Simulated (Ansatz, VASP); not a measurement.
## MoS2 in VASP and in Ansatz

```
CELL_PARAMETERS angstrom
3.16900 0.00000 0.00000
-1.58450 2.74443 0.00000
0.00000 0.00000 12.32400
ATOMIC_POSITIONS crystal
Mo 0.33333 0.66667 0.25000
Mo 0.66667 0.33333 0.75000
S 0.33333 0.66667 0.62300
S 0.66667 0.33333 0.12300
S 0.33333 0.66667 0.87700
S 0.66667 0.33333 0.37700
```

Alike in both runs: task single point; functional PBE; dispersion D3(BJ); k mesh 6 × 6 × 2; occupations gaussian, width 0.1 eV; collinear spin.

|  | VASP | Ansatz |
| --- | --- | --- |
| version | VASP 6.6.1 | Ansatz 0.2.0 |
| potentials or method | VASP PAW PBE potentials, release 64 (Mo_sv, S) | scalar-relativistic, plane waves, PAW |
| plane-wave cutoff (eV) | 520 | 420 |
| valence electrons in the cell | 52 | 52 |

```tsv
	VASP	Ansatz	Ansatz less VASP
gap on the k mesh at the Fermi level (eV)	0.90	0.89	-0.014
least direct gap on the mesh (eV)	1.66	1.65	-0.004
pressure (GPa)	-2.0	-1.9	+0.13
largest component of the traceless stress (GPa)	0.27	0.30	+0.037
rms of the force components (eV/Å)	0.033	0.027	-0.0060
net moment per atom (μB)	0.00	0.00	0.000
```

Atom by atom the forces differ by 0.006 eV/Å (rms over components). Ansatz warned: «seeded_moment_not_kept».

A k mesh can miss the band edges. Expect the measured gap to be larger: semilocal functionals such as PBE lack the derivative discontinuity.
